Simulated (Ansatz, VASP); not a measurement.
Sn in VASP and in Ansatz

File INCAR:

```
SYSTEM = Sn
PREC = Accurate
ENCUT = 520
EDIFF = 1E-6
ISMEAR = -1
SIGMA = 0.05
LREAL = .FALSE.
LASPH = .TRUE.
NELM = 80
ALGO = Normal
ISIF = 2
LWAVE = .FALSE.
LCHARG = .FALSE.
GGA = PS
NBANDS = 13
```

File KPOINTS:

```
Automatic mesh
0
G
  7 7 8
  0 0 0
```

POSCAR

```
Sn
1.0
   -1.5876000000      1.7471000000      2.2919200000
    1.7224500000     -1.6939900000      2.3511600000
    1.6247400000      1.7301000000     -2.2515900000
Sn
1
Direct
    0.0000000000      0.0000000000      0.0000000000
```

Input for Ansatz:

```yaml
crystal:
  lattice:
    - [-1.5876, 1.7471, 2.29192]
    - [1.72245, -1.69399, 2.35116]
    - [1.62474, 1.7301, -2.25159]
  atoms:
    - { symbol: Sn, position: [0.0, 0.0, 0.0] }
basis:
  ecutwfc: 540.0
  xc_grid: 2
kpoints:
  mp_grid:
    grid: [7, 7, 8]
hamiltonian:
  xc: pbesol
scf:
  max_iter: 50
  convergence:
    dr2_threshold: 1.0e-09
  occupations:
    method: fermi_dirac
    width: 0.05
output:
  forces: true
  stress: true
```

This isn't the form of Sn at room conditions, which is tetragonal (white tin).

Alike in both runs: task single point; functional PBEsol; k mesh 7 × 7 × 8; occupations fermi-dirac, width 0.05 eV; no spin polarisation.

```csv
,VASP,Ansatz
version,VASP 6.6.1,Ansatz 0.2.0
potentials or method,"VASP PAW PBE potentials, release 64 (Sn_d)","plane waves, PAW"
plane-wave cutoff (eV),520,540
valence electrons in the cell,14,14
```

Ansatz gave:

- pressure (GPa): -0.9
- largest component of the traceless stress (GPa): 1.46

Question: Estimate VASP's values.

Answer: Pressure (GPa): -1.0; largest component of the traceless stress (GPa): 1.46.

The functional is the same, so the differences come from potentials, cutoffs and numerics. Ansatz warned: «stress_scf_threshold_loose».

Caveats: the PAW data sets were made with another functional, which shifts forces and pressure a little (VASP).
